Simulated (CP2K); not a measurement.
## Li2S under changes of volume

One of the cells (15.344 Å³/atom); the others are scaled copies at fixed shape and fractional positions:

```
S Li
1.0
     4.02273    0.00000    0.00000
     2.01137    3.48379    0.00000
     2.01137    1.16126    3.28455
S Li
1 2
Cartesian
  0.0000 0.0000 0.0000
  6.0341 3.4838 2.4634
  2.0114 1.1613 0.8211
```

* Program: CP2K 2026.2
* Functional: PBEsol
* Potentials or basis: POTENTIAL_UZH S GTH-PBE-q6, Li GTH-PBE-q3; TZVP-MOLOPT-PBE-GTH basis
* Density cutoff: 6123 eV
* k mesh: 8 × 8 × 8
* Occupations: fermi-dirac, width 0.05 eV
* Spin: no spin polarisation

| volume (Å³/atom) | energy over the lowest point (meV/atom) | pressure (GPa) | gap on the mesh (eV) |
| --- | --- | --- | --- |
| 14.423 | 5.49 | 2.4 | 3.55 |
| 14.730 | 1.87 | 1.4 | 3.56 |
| 15.037 | 0.08 | 0.5 | 3.58 |
| 15.344 | 0.00 | -0.4 | 3.59 |
| 15.650 | 1.45 | -1.1 | 3.61 |
| 15.957 | 4.26 | -1.8 | 3.62 |
| 16.264 | ? | ? | ? |

Question: What does the run at 16.264 Å³/atom give?

Answer: Energy over the lowest point 8.33 meV/atom; pressure -2.4 GPa; gap on the mesh 3.63 eV.

Worked out: A Birch-Murnaghan fit of order 3 (a polynomial in V^(-2/3)) to the other rows has its minimum at 15.21 Å³/atom with B0 = V·E''(V) = 41 GPa and B' = 3.9. It gives 8.34 meV/atom at 16.264 Å³/atom, against the run's 8.33, and -dE/dV = -2.4 GPa, against -2.4. A straight line through the other rows of the gap, of slope 0.721 eV per unit of ln V, extrapolates to 3.63 eV, against the run's 3.63.

Energies are extrapolated to zero smearing.

Caveats: the potentials were made for another functional, which shifts forces and pressure; the basis of atomic orbitals isn't converged, which shifts pressures, moduli and gaps.

A mesh can miss the band edges.
